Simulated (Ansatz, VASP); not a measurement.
# Two plane-wave programs on V

INCAR

```
PREC = Accurate
ENCUT = 600
EDIFF = 1E-6
ISMEAR = -1
SIGMA = 0.1
LREAL = F
LASPH = T
NELM = 60
ALGO = Normal
ISIF = 3
LWAVE = F
LCHARG = F
GGA = PS
IBRION = 2
NSW = 80
EDIFFG = -0.01
```

KPOINTS

```
Automatic mesh
0
Gamma
  13 13 13
```

Contents of POSCAR:

```
V
1.0
    2.4625196618      0.0000000000      0.0000000000
    0.0000000000      2.4625196618      0.0000000000
    0.0000000000      0.0000000000      2.4625196618
V
1
Direct
    0.0000000000      0.0000000000      0.0000000000
```

Input for Ansatz:

```yaml
crystal:
  lattice:
    - [2.4625196618, 0.0, 0.0]
    - [0.0, 2.4625196618, 0.0]
    - [0.0, 0.0, 2.4625196618]
  atoms:
    - { symbol: V, position: [0.0, 0.0, 0.0] }
hamiltonian:
  xc: pbesol
  pseudopotentials:
    kind: paw
    azcp:
      V: "pseudopotentials/V.paw.azcp"
basis:
  ecutwfc: 420
  fft_grid_basis: typed
kpoints:
  mp_grid: { grid: [13, 13, 13], shift: [0, 0, 0] }
magnetization:
  spin_polarized: false
scf:
  occupations: { method: fermi_dirac, width: 0.1 }
relax:
  max_steps: 60
  f_tol: 0.01
  cell: {}
```

The cell was built by a generator and needn't be a form met in nature.

Alike in both runs: task relaxation of cell and atoms; functional PBEsol; k mesh 13 × 13 × 13; occupations fermi-dirac, width 0.1 eV; no spin polarisation.

|  | VASP | Ansatz |
| --- | --- | --- |
| version | VASP 6.6.1 | Ansatz 0.2.0 |
| potentials or method | VASP PAW PBE potentials, release 64 (V_sv) | plane waves (420 eV) with PAW, scalar-relativistic |
| plane-wave cutoff (eV) | 600 | 420 |
| valence electrons in the cell | 13 | 13 |

|  | VASP | Ansatz | Ansatz less VASP |
| --- | --- | --- | --- |
| relaxed volume (Å³/atom) | 14.04 | 14.01 | -0.030 |
| relaxed cell length with the largest relative difference (Å) | 2.412 | 2.411 | -0.0017 |
| energy change over the relaxation (meV/atom) | -24 | -26 | -1.2 |

Ansatz warned: «pseudo_functional_mismatch».

Caveats: the PAW data sets were made with another functional, which shifts forces and pressure a little (VASP).
